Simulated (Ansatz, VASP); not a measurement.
**Two plane-wave programs on KCl**

The input INCAR:

```
SYSTEM = KCl
ALGO = Normal
EDIFF = 1E-6
ENCUT = 520
GGA = PE
ISIF = 2
ISMEAR = 0
LASPH = .True.
LCHARG = .False.
LREAL = .False.
LWAVE = .False.
NBANDS = 15
NELM = 100
PREC = Accurate
SIGMA = 0.01
```

KPOINTS

```
k-points
0
Gamma
  6 6 6
  0 0 0
```

Contents of POSCAR:

```
KCl
1.0
    0.0000000000      3.4615836944      3.4615836944
    3.4615836944      0.0000000000      3.4615836944
    3.4615836944      3.4615836944      0.0000000000
K Cl
1 1
Direct
    0.0000000000      0.0000000000      0.0000000000
    0.2500000000      0.2500000000      0.2500000000
```

Input for Ansatz:

```yaml
crystal:
  lattice:
    - [0.0, 3.4615836944, 3.4615836944]
    - [3.4615836944, 0.0, 3.4615836944]
    - [3.4615836944, 3.4615836944, 0.0]
  atoms:
    - { symbol: K, position: [0.0, 0.0, 0.0] }
    - { symbol: Cl, position: [0.25, 0.25, 0.25] }
kpoints:
  mp_grid: { grid: [6, 6, 6] }
hamiltonian:
  xc: pbe
scf:
  occupations: { method: fixed }
  n_extra_bands: 4
output:
  forces: true
  stress: true
  eigenvalues: true
```

Alike in both runs: task single point; functional PBE; k mesh 6 × 6 × 6; no spin polarisation.

|  | VASP | Ansatz |
| --- | --- | --- |
| version | VASP 6.6.1 | Ansatz 0.2.0 |
| potentials or method | VASP PAW PBE potentials, release 64 (K_sv, Cl) | plane waves, PAW |
| plane-wave cutoff (eV) | 520 | 420 |
| occupations | gaussian, width 0.01 eV | fixed |
| valence electrons in the cell | 16 | 16 |

|  | VASP | Ansatz | Ansatz less VASP |
| --- | --- | --- | --- |
| gap on the k mesh at the Fermi level (eV) | 4.85 | 4.85 | +0.001 |
| pressure (GPa) | 0.8 | 0.8 | -0.02 |

A k mesh can miss the band edges.
